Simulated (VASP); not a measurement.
Write the native input for VASP 6.6.1 that does the following.

```yaml
Task: relaxation of cell and atoms
Functional: PBEsol
Potentials_or_basis: VASP PAW PBE potentials, release 64 (Pd)
Cutoff: 600 eV
k_mesh: 10 × 10 × 10
Occupations: fermi-dirac, width 0.05 eV
Spin: no spin polarisation
Ladder: gaps
Further_INCAR_settings: ALGO = Normal; EDIFF = 1e-06; IBRION = 2; EDIFFG = -0.01; NSW = 40; ISIF = 3
```

The structure of Pd lies in POSCAR:

```
Pd
1.0
    0.0000000000      1.9465000000      1.9465000000
    1.9465000000      0.0000000000      1.9465000000
    1.9465000000      1.9465000000      0.0000000000
Pd
1
Direct
    0.0000000000      0.0000000000      0.0000000000
```

One way to write it, as run:

INCAR

```
SYSTEM = Pd
PREC = Accurate
ENCUT = 600
EDIFF = 1E-6
ISMEAR = -1
SIGMA = 0.05
LREAL = .FALSE.
LASPH = .TRUE.
NELM = 60
ALGO = Normal
ISIF = 3
LWAVE = .FALSE.
LCHARG = .FALSE.
GGA = PS
IBRION = 2
NSW = 40
EDIFFG = -0.01
```

KPOINTS

```
regular mesh
0
G
  10 10 10
  0 0 0
```

Potentials or basis: VASP PAW PBE potentials, release 64 (Pd).

The run is started by

```sh
$ cat potpaw_PBE.64/Pd/POTCAR > POTCAR
$ mpirun -np 1 vasp_std > vasp.out
```

It gave:

```json
{"Relaxed volume": "14.52 Å³/atom", "Relaxed cell": "a = 2.738 Å, b = 2.738 Å, c = 2.738 Å, α = 60.00°, β = 60.00°, γ = 60.00°", "Space group after relaxing (to 0.05 Å)": "Fm-3m (No. 225)", "Energy gained by relaxing": "2.3 meV/atom", "Ionic steps": "3", "Pressure after relaxing": "0.0 GPa", "Band gap on the k mesh": "none (metal or under the smearing width)"}
```

Caveat: the PAW data sets were made with another functional, which shifts forces and pressure a little.

Run time: 15 s on 1 thread of Intel(R) Xeon(R) Platinum 8488C (Sapphire Rapids) (shared host), peak memory 0.14 GiB.
